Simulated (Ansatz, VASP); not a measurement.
# AlN: VASP beside Ansatz

The input INCAR:

```
SYSTEM = AlN
PREC = Accurate
ENCUT = 520
EDIFF = 1E-6
ISMEAR = 0
SIGMA = 0.05
LREAL = .FALSE.
LASPH = .TRUE.
NELM = 60
ALGO = Normal
ISIF = 2
LWAVE = .FALSE.
LCHARG = .FALSE.
GGA = PE
NBANDS = 11
```

File KPOINTS:

```
regular mesh
0
G
  10 10 10
  0 0 0
```

Contents of POSCAR:

```
AlN
1.0
   -0.0440317421      2.2015871044      2.2015871044
    2.2015871044     -0.0440317421      2.2015871044
    2.1575553623      2.1575553623      0.0000000000
Al N
1 1
Direct
    0.0000000000      0.0000000000      0.0000000000
    0.7500000000      0.7500000000      0.7500000000
```

Input for Ansatz:

```yaml
crystal:
  lattice:
    - [-0.044031742, 2.2015871006, 2.2015871006]
    - [2.2015871006, -0.044031742, 2.2015871006]
    - [2.1575553586, 2.1575553586, 0.0]
  atoms:
    - { symbol: Al, position: [0.0, 0.0, 0.0] }
    - { symbol: "N", position: [0.75, 0.75, 0.75] }
basis:
  ecutwfc: 420
kpoints:
  mp_grid: { grid: [10, 10, 10] }
hamiltonian:
  xc: pbe
scf:
  occupations: { method: gaussian, width: 0.05 }
output:
  forces: true
  stress: true
  eigenvalues: true
  write_density: true
  write_potential: true
  elf: true
  volumetric_format: npy
```

Change from the starting cell: strain -0.0400 x Voigt [0, 0, 0, 0, 0, 1], atoms carried along.

Alike in both runs: task single point; functional PBE; k mesh 10 × 10 × 10; occupations gaussian, width 0.05 eV; no spin polarisation.

|  | VASP | Ansatz |
| --- | --- | --- |
| version | VASP 6.6.1 | Ansatz 0.2.0 |
| potentials or method | VASP PAW PBE potentials, release 64 (Al, N) | scalar-relativistic, plane waves, PAW |
| plane-wave cutoff (eV) | 520 | 420 |
| valence electrons in the cell | 8 | 8 |

```csv
,VASP,Ansatz,Ansatz less VASP
gap on the k mesh at the Fermi level (eV),3.16,3.17,+0.009
least direct gap on the mesh (eV),3.85,3.84,-0.007
pressure (GPa),0.1,0.4,+0.28
largest component of the traceless stress (GPa),8.59,8.53,-0.064
rms of the force components (eV/Å),0.186,0.185,-0.0008
```

Atom by atom the forces differ by 0.001 eV/Å (rms over components). With one functional, cell and mesh, what is left measures potentials, basis and numerics.

A k mesh can miss the band edges.
